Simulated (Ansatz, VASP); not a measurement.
# SrO in VASP and in Ansatz

Contents of INCAR:

```
SYSTEM = SrO
PREC = Accurate
ENCUT = 520
EDIFF = 1E-6
ISMEAR = 0
SIGMA = 0.01
LREAL = .False.
LASPH = .True.
NELM = 80
ALGO = Normal
ISIF = 2
LWAVE = .False.
LCHARG = .False.
GGA = PE
NBANDS = 15
```

The input KPOINTS:

```
regular mesh
0
Gamma
  8 8 8
  0 0 0
```

The input POSCAR:

```
SrO
1.0
    0.0000000000      2.7922805133      2.7922805133
    2.7922805133      0.0000000000      2.7922805133
    2.7922805133      2.7922805133      0.0000000000
Sr O
1 1
Direct
    0.0000000000      0.0000000000      0.0000000000
    0.2500000000      0.2500000000      0.2500000000
```

Input for Ansatz:

```yaml
crystal:
  lattice:
    - [0.0, 2.7922805133, 2.7922805133]
    - [2.7922805133, 0.0, 2.7922805133]
    - [2.7922805133, 2.7922805133, 0.0]
  atoms:
    - { symbol: Sr, position: [0.0, 0.0, 0.0] }
    - { symbol: O, position: [0.25, 0.25, 0.25] }
kpoints:
  mp_grid: { grid: [8, 8, 8] }
  band_path:
    path:
      - [0.0, 0.0, 0.0]
      - [-0.5, -0.5, 0.0]
      - [-0.375, -0.375, 0.25]
      - [-0.375, 0.0, 0.375]
      - [0.0, 0.0, 0.5]
      - [-0.5, -0.25, 0.25]
      - [0.25, -0.5, -0.25]
    npoints: 1
hamiltonian:
  xc: pbe
scf:
  occupations: { method: fixed }
  n_extra_bands: 4
output:
  forces: true
  stress: true
  eigenvalues: true
```

Alike in both runs: task single point; functional PBE; k mesh 8 × 8 × 8; no spin polarisation.

```csv
,VASP,Ansatz
version,VASP 6.6.1,Ansatz 0.2.0
potentials or method,"VASP PAW PBE potentials, release 64 (Sr_sv, O)","plane waves, PAW"
plane-wave cutoff (eV),520,420
occupations,"gaussian, width 0.01 eV",fixed
valence electrons in the cell,16,16
```

VASP gave:

| Quantity | Value |
| --- | --- |
| gap on the k mesh at the Fermi level (eV) | 2.52 |
| pressure (GPa) | 1.4 |

Task: Which values does Ansatz return?

Result: gap on the k mesh at the Fermi level (eV): 2.52; pressure (GPa): 1.0.

A k mesh can miss the band edges. PBE gaps usually lie below the measured ones, often by a third to a half.
